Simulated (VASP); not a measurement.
Runs of VASP 6.6.1 on Si. The cell holds a slab with vacuum, 4 atoms: a = 3.847 Å, b = 3.847 Å, c = 18.445 Å, α = 90.00°, β = 90.00°, γ = 120.00°. The cell was built by a generator and needn't be a form met in nature.

```csv
cell,gap on the mesh (eV),largest force (eV/Å)
"upper layer slid by (2/6, 4/6) of the cell",0.49,0.08
"upper layer slid by (0/6, 3/6) of the cell",0.37,0.10
as given,none,(a)
"upper layer slid by (4/6, 2/6) of the cell",none,0.10
```

Alike in all rows: task single point; level PBE+D3(BJ); potentials or basis VASP PAW PBE potentials, release 64 (Si); no spin polarisation; k mesh 9 × 9 × 1; cutoff (eV) 520; smearing gaussian 0.1 eV.

Task: Estimate the missing entries.

Result: (a) 0.17.

A k mesh can miss the band edges.

A gap of «none» marks a metal or a gap under the smearing width.
